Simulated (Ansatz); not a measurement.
# Au(111) with 4 layers of random Au-Ta, 2x2: scattering by chemical disorder

Aim: the residual resistivity of a random alloy, from Au(111) with 4 layers of random Au-Ta, 2x2 and longer regions.

Program: Ansatz 0.2.0. Level of theory: Ansatz plane-wave DFT, PBE, PAW files; ballistic transport by layer matching (Landauer), zero bias; PAW set soft_1. Results are calculated unless marked as measured.

Report form: the programs' logs are mostly left out.

## 1. The starting structure

The cell holds 40 atoms: 38 Au and 2 Ta. Cell: a = 5.768 Å, b = 5.768 Å, c = 23.605 Å, α = 93.5°, β = 86.5°, γ = 120.0°. It derives from Au. Regions: lead, 24 atoms (24 Au); scattering region, 16 atoms (14 Au and 2 Ta). The structure is stacked along c, and the current runs across the ab planes.

## 2. With 4 alloy layers

In 4 layers a share of 0.125 of the sites is given to Ta at random. The layers about the cell's end stay perfect and serve as the lead. Energies from -0.05 to 0.05 eV in steps of 0.05 eV are too few for the program's thermal sum, so it prints no conductance; for a metal the transmission near the Fermi level serves, at a fraction of the cost.

Contents of input.yaml:

```yaml
crystal:
  lattice:
    - [5.7675164607, 0.0, 0.0]
    - [-2.8837582304, 4.9948157718, 0.0]
    - [1.4418791152, -0.8324692953, 23.5457873532]
  atoms:
    - { symbol: Au, position: [0.9916666667, 0.0083333333, 0.05] }
    - { symbol: Au, position: [0.9916666667, 0.5083333333, 0.05] }
    - { symbol: Au, position: [0.4916666667, 0.0083333333, 0.05] }
    - { symbol: Au, position: [0.4916666667, 0.5083333333, 0.05] }
    - { symbol: Au, position: [0.1416666667, 0.3583333333, 0.15] }
    - { symbol: Au, position: [0.1416666667, 0.8583333333, 0.15] }
    - { symbol: Au, position: [0.6416666667, 0.3583333333, 0.15] }
    - { symbol: Au, position: [0.6416666667, 0.8583333333, 0.15] }
[... 28 atom lines left out ...]
    - { symbol: Au, position: [0.8416666667, 0.1583333333, 0.95] }
    - { symbol: Au, position: [0.8416666667, 0.6583333333, 0.95] }
    - { symbol: Au, position: [0.3416666667, 0.1583333333, 0.95] }
    - { symbol: Au, position: [0.3416666667, 0.6583333333, 0.95] }
kpoints:
  mp_grid: { grid: [5, 5, 1] }
hamiltonian:
  xc: pbe
  pseudopotentials: { kind: paw, azcp: { folder: soft_1 } }
scf:
  occupations: { method: fermi_dirac, width: 0.1 }
output:
  transmission:
    leads: [[0, 4]]
    kmesh: [10, 10]
    e_range: [-0.05, 0.05]
    de: 0.05
  write_potential: true
  write_density: true
  volumetric_format: npy
```

Launch:

```sh
$ ansatz run input.yaml --threads 4 --pin off --max-ram 15360MiB --backend cpu --events-out ev --progress --plain --runs-dir out
```

The job ended after 6.4 min (4 threads of Arm Neoverse V1, shared host; peak memory 5.5 GiB).

Numbers from this step:

```
free energy                                    : -519611.0578 eV
energy at zero smearing                        : -519610.7978 eV
Fermi energy                                   : 20.80 eV
cell area                                      : 28.81 Å²
transmission per spin nearest the Fermi level  : 1.639
open channels per spin nearest the Fermi level : 3.21
step of the lead's potential                   : 7.3 meV
```

Per spin. Transmission, zone mean against energy, zero at the Fermi level:

| energy (eV) | transmission, zone mean |
| --- | --- |
| -0.0500 | 1.60 |
| 0.0000 | 1.64 |
| 0.0500 | 1.57 |

Per spin. The open channels, zone mean, lead stays at 3.21 for energy from -0.05 to 0.05 eV.

Transmission over k1 and k2. At 0.0000 eV from the Fermi level.

Values, 10 rows by 10 columns:
```
1.20 1.20 0.88 0.96 1.62 2.72 2.02 1.43 1.60 1.04
1.01 0.88 1.34 0.89 1.21 2.46 1.55 1.71 1.39 1.60
1.85 0.96 0.89 2.86 1.52 2.31 1.65 1.41 1.71 1.43
1.55 1.62 1.21 1.52 1.95 2.47 1.59 1.65 1.55 2.02
2.34 2.72 2.46 2.31 2.47 1.96 2.47 2.31 2.46 2.72
1.55 2.02 1.55 1.65 1.59 2.47 1.95 1.52 1.21 1.62
1.85 1.43 1.71 1.41 1.65 2.31 1.52 2.86 0.89 0.96
1.01 1.60 1.39 1.71 1.55 2.46 1.21 0.89 1.34 0.88
1.20 1.04 1.60 1.43 2.02 2.72 1.62 0.96 0.88 1.20
1.22 1.20 1.01 1.85 1.55 2.34 1.55 1.85 1.01 1.20
```
Columns: k1 (b1) from -0.5 to 0.4; rows upwards: k2 (b2) from -0.5 to 0.4.

Open channels over k1 and k2. At 0.0000 eV from the Fermi level.

Values, 10 rows by 10 columns:
```
3.00 4.00 3.00 3.00 3.00 4.00 3.00 3.00 3.00 3.00
3.00 3.00 4.00 3.00 3.00 4.00 3.00 3.00 3.00 3.00
3.00 3.00 3.00 4.00 3.00 4.00 3.00 3.00 3.00 3.00
3.00 3.00 3.00 3.00 3.00 3.00 3.00 3.00 3.00 3.00
4.00 4.00 4.00 4.00 3.00 3.00 3.00 4.00 4.00 4.00
3.00 3.00 3.00 3.00 3.00 3.00 3.00 3.00 3.00 3.00
3.00 3.00 3.00 3.00 3.00 4.00 3.00 4.00 3.00 3.00
3.00 3.00 3.00 3.00 3.00 4.00 3.00 3.00 4.00 3.00
3.00 3.00 3.00 3.00 3.00 4.00 3.00 3.00 3.00 4.00
4.00 3.00 3.00 3.00 3.00 4.00 3.00 3.00 3.00 3.00
```
Columns: k1 (b1) from -0.5 to 0.4; rows upwards: k2 (b2) from -0.5 to 0.4.

Over the solved energies the transmission per spin lies between 1.57 and 1.64, out of 3.21 channels of the lead on average (up to 3.21).

## 3. With 8 alloy layers

In 8 layers a share of 0.125 of the sites is given to Ta at random. A fresh draw is used; the growth of the resistance with length is what counts.

System of this step: Au(111) with 8 layers of random Au-Ta, 2x2. The cell holds 56 atoms: 52 Au and 4 Ta. Its edges and angles: a = 5.768 Å, b = 5.768 Å, c = 33.006 Å, α = 87.5°, β = 92.5°, γ = 120.0°. It derives from Au. Regions: lead, 24 atoms (24 Au); scattering region, 32 atoms (28 Au and 4 Ta). The structure is stacked along c, and the current runs across the ab planes.

Contents of input.yaml:

```yaml
crystal:
  lattice:
    - [5.7675164607, 0.0, 0.0]
    - [-2.8837582304, 4.9948157718, 0.0]
    - [-1.4418791152, 0.8324692953, 32.9641022945]
  atoms:
    - { symbol: Au, position: [0.005952381, 0.994047619, 0.0357142857] }
    - { symbol: Au, position: [0.005952381, 0.494047619, 0.0357142857] }
    - { symbol: Au, position: [0.505952381, 0.994047619, 0.0357142857] }
    - { symbol: Au, position: [0.505952381, 0.494047619, 0.0357142857] }
    - { symbol: Au, position: [0.1845238095, 0.3154761905, 0.1071428571] }
    - { symbol: Au, position: [0.1845238095, 0.8154761905, 0.1071428571] }
    - { symbol: Au, position: [0.6845238095, 0.3154761905, 0.1071428571] }
    - { symbol: Au, position: [0.6845238095, 0.8154761905, 0.1071428571] }
[... 44 atom lines left out ...]
    - { symbol: Au, position: [0.3273809524, 0.1726190476, 0.9642857143] }
    - { symbol: Au, position: [0.3273809524, 0.6726190476, 0.9642857143] }
    - { symbol: Au, position: [0.8273809524, 0.1726190476, 0.9642857143] }
    - { symbol: Au, position: [0.8273809524, 0.6726190476, 0.9642857143] }
kpoints:
  mp_grid: { grid: [5, 5, 1] }
hamiltonian:
  xc: pbe
  pseudopotentials: { kind: paw, azcp: { folder: soft_1 } }
scf:
  occupations: { method: fermi_dirac, width: 0.1 }
output:
  transmission:
    leads: [[0, 4]]
    kmesh: [10, 10]
    e_range: [-0.05, 0.05]
    de: 0.05
  write_potential: true
  write_density: true
  volumetric_format: npy
```

Elapsed: 13 min, on 4 threads; peak memory 9.8 GiB.

This step gave:

```
free energy                                   : -723591.3443 eV
energy at zero smearing                       : -723590.7929 eV
Fermi energy                                  : 20.88 eV
transmission per spin nearest the Fermi level : 0.7685
step of the lead's potential                  : 14 meV
```

Per spin. Table of transmission, zone mean by energy, zero at the Fermi level:

| energy (eV) | transmission, zone mean |
| --- | --- |
| -0.0500 | 0.777 |
| 0.0000 | 0.769 |
| 0.0500 | 0.674 |

Over the solved energies the transmission per spin lies between 0.674 and 0.777, out of 3.21 channels of the lead on average (up to 3.21).

## 4. With 12 alloy layers

In 12 layers a share of 0.125 of the sites is given to Ta at random. A fresh draw is used; the growth of the resistance with length is what counts.

System of this step: Au(111) with 12 layers of random Au-Ta, 2x2. The cell holds 72 atoms: 66 Au and 6 Ta. Cell: a = 5.768 Å, b = 5.768 Å, c = 42.382 Å, α = 90.0°, β = 90.0°, γ = 120.0°. It derives from Au. Regions: lead, 24 atoms (24 Au); scattering region, 48 atoms (42 Au and 6 Ta). The structure is stacked along c, and the current runs across the ab planes.

Contents of input.yaml:

```yaml
crystal:
  lattice:
    - [5.7675164607, 0.0, 0.0]
    - [-2.8837582304, 4.9948157718, 0.0]
    - [0.0, 0.0, 42.3824172358]
  atoms:
    - { symbol: Au, position: [0.0, 0.0, 0.0277777778] }
    - { symbol: Au, position: [0.0, 0.5, 0.0277777778] }
    - { symbol: Au, position: [0.5, 0.0, 0.0277777778] }
    - { symbol: Au, position: [0.5, 0.5, 0.0277777778] }
    - { symbol: Au, position: [0.1666666667, 0.3333333333, 0.0833333333] }
    - { symbol: Au, position: [0.1666666667, 0.8333333333, 0.0833333333] }
    - { symbol: Au, position: [0.6666666667, 0.3333333333, 0.0833333333] }
    - { symbol: Au, position: [0.6666666667, 0.8333333333, 0.0833333333] }
[... 60 atom lines left out ...]
    - { symbol: Au, position: [0.3333333333, 0.1666666667, 0.9722222222] }
    - { symbol: Au, position: [0.3333333333, 0.6666666667, 0.9722222222] }
    - { symbol: Au, position: [0.8333333333, 0.1666666667, 0.9722222222] }
    - { symbol: Au, position: [0.8333333333, 0.6666666667, 0.9722222222] }
kpoints:
  mp_grid: { grid: [5, 5, 1] }
hamiltonian:
  xc: pbe
  pseudopotentials: { kind: paw, azcp: { folder: soft_1 } }
scf:
  occupations: { method: fermi_dirac, width: 0.1 }
output:
  transmission:
    leads: [[0, 4]]
    kmesh: [10, 10]
    e_range: [-0.05, 0.05]
    de: 0.05
  write_potential: true
  write_density: true
  volumetric_format: npy
```

Wall time 39 min (4 threads); peak memory 9.6 GiB.

Numbers from this step:

- free energy: -927574.4231 eV
- energy at zero smearing: -927573.7695 eV
- transmission per spin nearest the Fermi level: 0.6749
- step of the lead's potential: 13.4 meV

Per spin. Transmission, zone mean against energy, zero at the Fermi level:

| energy (eV) | transmission, zone mean |
| --- | --- |
| -0.0500 | 0.643 |
| 0.0000 | 0.675 |
| 0.0500 | 0.697 |

Over the solved energies the transmission per spin lies between 0.643 and 0.697, out of 3.21 channels of the lead on average (up to 3.21).

## 5. Resistance against length

This step: Ansatz plane-wave DFT, PBE, PAW files; ballistic transport by layer matching (Landauer), zero bias; residual resistivity from the slope of the area resistance, atoms on the host's lattice; PAW set soft_1 (Ansatz 0.2.0).

Numbers from this step:

| Property | Result |
| --- | --- |
| resistivity | 170.7 µΩ cm |
| intercept | -0.07795 fΩ m² |
| scatter about the fit | 0.5170 fΩ m² |

Resistance, by row:

| run | length (Å) | T | channels N | RA (fΩ m²) |
| --- | --- | --- | --- | --- |
| n4 | 9.418 | 1.601 | 3.21 | 1.164 |
| n8 | 18.84 | 0.7397 | 3.21 | 3.868 |
| n12 | 28.25 | 0.6715 | 3.21 | 4.379 |

Area resistance against length of the alloy:

| length of the alloy (Å) | area resistance (fΩ m²) |
| --- | --- |
| 9.42 | 1.16 |
| 18.84 | 3.87 |
| 28.25 | 4.38 |

The area resistance goes from 1.2 to 4.4 fΩ m² between 9.4 and 28.3 Å, a slope of 171 µΩ cm.

By hand from the end points: (4.379 − 1.164) fΩ m² / (28.25 − 9.42) Å = 171 µΩ cm, since 1 fΩ m² per Å is 1000 µΩ cm.

## 6. What came out

```
resistivity from the slope  : 171 µΩ cm
area resistance over 9.42 Å : 1.16 fΩ m²
area resistance over 18.8 Å : 3.87 fΩ m²
area resistance over 28.3 Å : 4.38 fΩ m²
```

What this shows: The slope gives 171 µΩ cm. The points scatter by 0.52 fΩ m² about the line, with one random draw a length in a 2x2 cell, so the slope is a rough value. Read with a model of isotropic scattering on a spherical Fermi surface and the lead's 0.86×10¹⁵ S/m², this slope means a mean free path near 5.1 Å; over these lengths the model's slope is within 3 % of its bulk resistivity, though a free path of a few ångströms strains the picture. The draw over the shortest length came out nearly ordered, with 8 symmetry operations, so that point is a poor sample of a random alloy. The atoms sit on the host's lattice, so scattering by size misfit is left out. Spin-orbit coupling is left out, which matters for Au and Ta.

[Logs are printed without paths, hosts, clocks, repeated set-up lines and the standing remarks that a program may print on its own settings, such as how far it seeks lower states.]

[Hosts, paths, dates, database ids (printed as entryN), source tags and the programs' standing remarks are cut or masked in the printed files.]
